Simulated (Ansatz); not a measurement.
This guess for ZnSe is about to be relaxed.

```cif
data_structure
_symmetry_space_group_name_H-M 'P 1'
_symmetry_Int_Tables_number 1
_cell_length_a 3.7786
_cell_length_b 3.7786
_cell_length_c 3.1209
_cell_angle_alpha 90.000
_cell_angle_beta 90.000
_cell_angle_gamma 102.639
_cell_volume 43.48
loop_
_atom_site_label
_atom_site_type_symbol
_atom_site_fract_x
_atom_site_fract_y
_atom_site_fract_z
_atom_site_occupancy
Zn1 Zn 0.00000 0.00000 0.00000 1
Se1 Se 0.50000 0.50000 0.00000 1
```

The calculation used DFT PBE, scalar-relativistic, plane waves, PAW in Ansatz 0.2.0. Cutoff 420 eV, Gaussian smearing, Γ-centred meshes. Cell and atoms relax first on a coarse mesh and then on a finer one. In between, the cell is made exact in the group found at 0.06 Å. In metals the finer mesh still leaves noise of several meV/atom or more. The steps can't lower the symmetry of their start. No spin polarisation.

A guess keeps its type if space group and coordination stay and the shape of the cell changes little (axis ratios within about 15 %, angles within 6°); the volume may change.

**Question.** Does it keep its structure type, or change into something else?

**Answer.** It doesn't keep its type. The symmetry goes from Cmmm (No. 65) to P4/mmm (No. 123). The volume per atom grows by 65.3 %, from 21.7 to 35.9 Å³. The shortest distance goes from 2.36 Å (Zn–Se) to 2.53 Å (Zn–Se). Counting neighbours within 15 % of an atom's shortest distance, the start has Se 2, Zn 2 and the end Se 4, Zn 4. In detail, at the end Zn is surrounded by 4 Se at 2.53 Å; Se is surrounded by 4 Zn at 2.53 Å.

```
Zn Se
1.0
     3.57345    0.00000    0.00000
     0.00000    3.57345    0.00000
     0.00000    0.00000    5.62834
Zn Se
1 1
Direct
  0.00000 0.00000 0.00000
  0.50000 0.50000 0.00000
```

The last run used a 16×16×10 mesh (in the run's order of axes) for its 2-atom cell and Gaussian smearing of 0.10 eV. Weakly bound directions are ill-defined at this level, which has no dispersion term. Symmetry constrained the relaxation, so the result can be a saddle point. Another cell of ZnSe relaxed alike, in F-43m (a cell as deposited in COD), lies 0.54 eV/atom lower, so this cell isn't the stable form at this level.
